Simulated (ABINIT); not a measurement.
Runs of ABINIT 10.8.3 (patched build) on Pd. Symmetry: Fm-3m, No. 225, cubic system. Conventional cell: a = 3.893 Å, b = 3.893 Å, c = 3.893 Å, α = 90.00°, β = 90.00°, γ = 90.00°. Around Pd (site symmetry m-3m) lie 12 Pd at 2.75 Å. 

```tsv
task	level	potentials or basis	spin	cutoff (eV)	fine-grid cutoff	gap on the mesh (eV)	pressure (GPa)
band structure	WC	JTH PAW PBE v2.0	off	707	1306.15 eV	none	-1.8
band structure	r2SCAN	JTH PAW PBE v2.0	off	707	1306.15 eV	none	4.1
band structure	PBE	JTH PAW PBE v2.0	SOC, no magnetisation	599	1197.3 eV	none	(c)
band structure	revPBE	JTH PAW PBE v2.0	off	707	1306.15 eV	none	(a)
single point	PBEsol	PseudoDojo NC SR PBEsol v0.4.1 standard	off	1116	-	none	(b)
band structure	PBE	JTH PAW PBE v2.0	off	599	1197.3 eV	none	6.8
band structure	SCAN	JTH PAW PBE v2.0	off	707	1306.15 eV	none	0.1
band structure	RPBE	JTH PAW PBE v2.0	off	707	1306.15 eV	none	11.1
```

Alike in all rows: cell as given; k mesh 12 × 12 × 12; smearing fermi-dirac 0.05 eV.

Question: Estimate the missing entries.

Answer: (a) 9.8; (b) -3.0; (c) 7.0.

Caveats: the PAW data sets were made with another functional, which shifts forces and pressure a little (some runs).

A k mesh can miss the band edges, and rows without SOC leave out spin-orbit coupling on Pd.

A gap of «none» marks a metal or a gap under the smearing width.
